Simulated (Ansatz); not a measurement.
## AlAu under changes of volume

One of the cells (16.755 Å³/atom); the others are scaled copies at fixed shape and fractional positions:

```xyz
2
Lattice="3.2239 0.0000 0.0000 0.0000 3.2239 0.0000 0.0000 0.0000 3.2239" Properties=species:S:1:pos:R:3 pbc="T T T"
Au    1.6120    1.6120    1.6120
Al    0.0000    0.0000    0.0000
```

The cell comes from a database or a generator and needn't be the stable form of this composition.

| Item | Value |
| --- | --- |
| Program | Ansatz 0.2.0 |
| Functional | PBE0 |
| Potentials or basis | Ansatz PAW |
| Cutoff | 420 eV (not typed: the program's choice for these potentials) |
| k mesh | 4 × 4 × 4 |
| Occupations | fermi-dirac, width 0.05 eV |
| Spin | no spin polarisation |

```csv
volume (Å³/atom),energy over the lowest point (meV/atom),pressure (GPa)
15.749,1.68,2.4
16.084,0.00,-0.8
16.419,4.61,-3.6
16.755,?,?
17.090,29.89,-8.3
17.425,49.32,-10.1
17.760,71.81,-11.6
```

Q: What does the run at 16.755 Å³/atom give?

A: Energy over the lowest point 14.84 meV/atom; pressure -6.1 GPa.

Worked out: A Birch-Murnaghan fit of order 3 (a polynomial in V^(-2/3)) to the other rows has its minimum at 16.00 Å³/atom with B0 = V·E''(V) = 153 GPa and B' = 6.0. It gives 14.93 meV/atom at 16.755 Å³/atom, against the run's 14.84, and -dE/dV = -6.1 GPa, against -6.1.

Energies are extrapolated to zero smearing.

Caveats: all runs use coarse meshes; the PAW data sets come from PBE, with cores solved anew for the run's functional, which leaves a small shift of forces and pressure; the thresholds are loose for stress.
